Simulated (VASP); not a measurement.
# NaH: forms and broadenings of the independent-particle spectrum

NaH, Pm-3m (no. 221), 2 atoms in the cell. PBE, independent-particle dielectric function; PAW potentials Na_pv, H (PBE set).

## Input

INCAR.step1:
```
PREC     = Accurate       # precision mode
ENCUT    = 300            # plane-wave cutoff, eV
ISMEAR   = 0              # smearing method
SIGMA    = 0.02           # smearing width, eV
EDIFF    = 1E-8           # SCF threshold, eV
LASPH    = T              # aspherical terms in the spheres
KPAR     = 4            
LWAVE    = F              # write WAVECAR
LCHARG   = F              # write CHGCAR
LEPSILON = T              # dielectric tensor by DFPT
```

INCAR.step2, as INCAR.step1 but for:
```
- LWAVE = F
- LEPSILON = T
+ LWAVE = T
+ NBANDS = 36
```

INCAR.step3, as INCAR.step2 but for:
```
- EDIFF = 1E-8
- LWAVE = T
+ EDIFF = 1E-7
+ LWAVE = F
+ LOPTICS = T
+ NEDOS = 2000
+ CSHIFT = 0.1
+ ALGO = None
+ NELM = 1
+ ISTART = 1
```

INCAR.step4, as INCAR.step3 but for:
```
+ LNABLA = T
```

INCAR.step5, as INCAR.step4 but for:
```
- LNABLA = T
+ LPEAD = T
+ IPEAD = 3
```

INCAR.step6, as INCAR.step5 but for:
```
- IPEAD = 3
+ IPEAD = 2
```

INCAR.step7 changes the same tag again: IPEAD = 4.

INCAR.step8, as INCAR.step7 but for:
```
- CSHIFT = 0.1
- LPEAD = T
- IPEAD = 4
+ CSHIFT = 0.3
```

INCAR.step9, as INCAR.step8 but for:
```
- CSHIFT = 0.3
+ CSHIFT = 0.05
```

INCAR.step10 changes the same tag again: CSHIFT = 0.01.

INCAR.step11, as INCAR.step10 but for:
```
- ISMEAR = 0
- CSHIFT = 0.01
+ ISMEAR = -5
+ CSHIFT = 0.1
```

INCAR.step12, as INCAR.step11 but for:
```
- ISMEAR = -5
- SIGMA = 0.02
+ ISMEAR = 0
+ SIGMA = 0.2
```

INCAR.step13, as INCAR.step12 but for:
```
- SIGMA = 0.2
+ SIGMA = 0.02
+ OMEGAMAX = 12
```

INCAR.step14, as INCAR.step13 but for:
```
- OMEGAMAX = 12
+ OMEGAMAX = 60
```

KPOINTS:
```
k-points
0
Gamma
  10 10 10
```

POSCAR:
```
NaH
1.0
    2.9551240000      0.0000000000      0.0000000000
    0.0000000000      2.9551240000      0.0000000000
    0.0000000000      0.0000000000      2.9551240000
Na H
1 1
Direct
    0.0000000000      0.0000000000      0.0000000000
    0.5000000000      0.5000000000      0.5000000000
```

Commands (each step's output is kept before the next begins):
```
cat potpaw_PBE.64/Na_pv/POTCAR potpaw_PBE.64/H/POTCAR > POTCAR
cp INCAR.step1 INCAR
mpirun -np 4 vasp_std > vasp.out
rm WAVECAR CHG
cp INCAR.step2 INCAR
mpirun -np 4 vasp_std > vasp.out
cp INCAR.step3 INCAR
mpirun -np 4 vasp_std > vasp.out
cp INCAR.step4 INCAR
mpirun -np 4 vasp_std > vasp.out
cp INCAR.step5 INCAR
mpirun -np 4 vasp_std > vasp.out
cp INCAR.step6 INCAR
mpirun -np 4 vasp_std > vasp.out
cp INCAR.step7 INCAR
mpirun -np 4 vasp_std > vasp.out
cp INCAR.step8 INCAR
mpirun -np 4 vasp_std > vasp.out
cp INCAR.step9 INCAR
mpirun -np 4 vasp_std > vasp.out
cp INCAR.step10 INCAR
mpirun -np 4 vasp_std > vasp.out
cp INCAR.step11 INCAR
mpirun -np 4 vasp_std > vasp.out
cp INCAR.step12 INCAR
mpirun -np 4 vasp_std > vasp.out
cp INCAR.step13 INCAR
mpirun -np 4 vasp_std > vasp.out
cp INCAR.step14 INCAR
mpirun -np 4 vasp_std > vasp.out
```

## Result

- Direct gap on the mesh (eV): 4.43
- Gap on the mesh (eV): 1.02
- Bands: 36

One ground state, settings moved in the last step alone:

| Settings | ε at zero frequency | Mean energy of the absorption, weighted by Im ε (eV) | Time (s) |
|---|---|---|---|
| longitudinal form, CSHIFT 0.1 | 3.44 | 6.70 | 1 |
| transversal form (LNABLA) | 3.47 | 6.65 | 1 |
| finite differences (LPEAD), order 3 | 3.43 | 6.71 | 2 |
| finite differences (LPEAD), order 2 | 3.42 | 6.72 | 2 |
| finite differences (LPEAD), order 4 | 3.43 | 6.71 | 2 |
| CSHIFT 0.3 | 3.43 | 6.75 | 1 |
| CSHIFT 0.05 | 3.44 | 6.69 | 1 |
| CSHIFT 0.01 | 3.44 | 6.69 | 1 |
| tetrahedron method | 3.37 | 6.90 | 2 |
| SIGMA 0.2 | 3.44 | 6.70 | 1 |
| OMEGAMAX 12, which cuts the spectrum short | 3.32 | – | 1 |
| OMEGAMAX 60 | 3.43 | 6.70 | 1 |

The mean energy covers the spectrum up to 20 eV.

On the same mesh, density-functional perturbation theory with local fields gives ε = 3.36.

Limits: The 10×10×10 mesh is coarse for a spectrum: peaks stand apart that a denser mesh merges.

VASP 6.6.1 took 36 s on 4 cores (Intel Xeon Platinum 8488C (Sapphire Rapids)), a shared host.
